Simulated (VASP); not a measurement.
**KCl (Sylvite) under changes of volume**

One of the cells (31.774 Å³/atom); the others are scaled copies at fixed shape and fractional positions:

```
K Cl
1.0
     0.00000    3.16731    3.16731
     3.16731    0.00000    3.16731
     3.16731    3.16731    0.00000
K Cl
1 1
Direct
  0.00000 0.00000 0.00000
  0.50000 0.50000 0.50000
```

```yaml
Program: VASP 6.6.1
Functional: PBEsol
Potentials_or_basis: VASP PAW PBE potentials, release 64 (K_sv, Cl)
Cutoff: 520 eV
k_mesh: 7 × 7 × 7
Occupations: fermi-dirac, width 0.05 eV
Spin: no spin polarisation
```

```csv
volume (Å³/atom),energy over the lowest point (meV/atom),pressure (GPa),gap on the mesh (eV)
29.282,3.40,0.8,5.23
29.905,0.88,0.4,5.15
30.528,0.00,0.0,5.09
31.774,2.53,-0.7,4.96
32.397,?,?,?
33.020,9.68,-1.2,4.85
```

Question: What does the run at 32.397 Å³/atom give?

Answer: Energy over the lowest point 5.59 meV/atom; pressure -1.0 GPa; gap on the mesh 4.90 eV.

Worked out: A Birch-Murnaghan fit of order 3 (a polynomial in V^(-2/3)) to the other rows has its minimum at 30.57 Å³/atom with B0 = V·E''(V) = 18.4 GPa and B' = 5.0. It gives 5.59 meV/atom at 32.397 Å³/atom, against the run's 5.59, and -dE/dV = -0.9 GPa, against -1.0. A straight line through the other rows of the gap, of slope -3.14 eV per unit of ln V (its deformation potential), gives 4.90 eV, against the run's 4.90.

Energies are extrapolated to zero smearing.

Caveats: the PAW data sets were made with another functional, which shifts forces and pressure a little; an odd mesh through Γ misses points on the zone boundary, where band edges often lie (some runs).
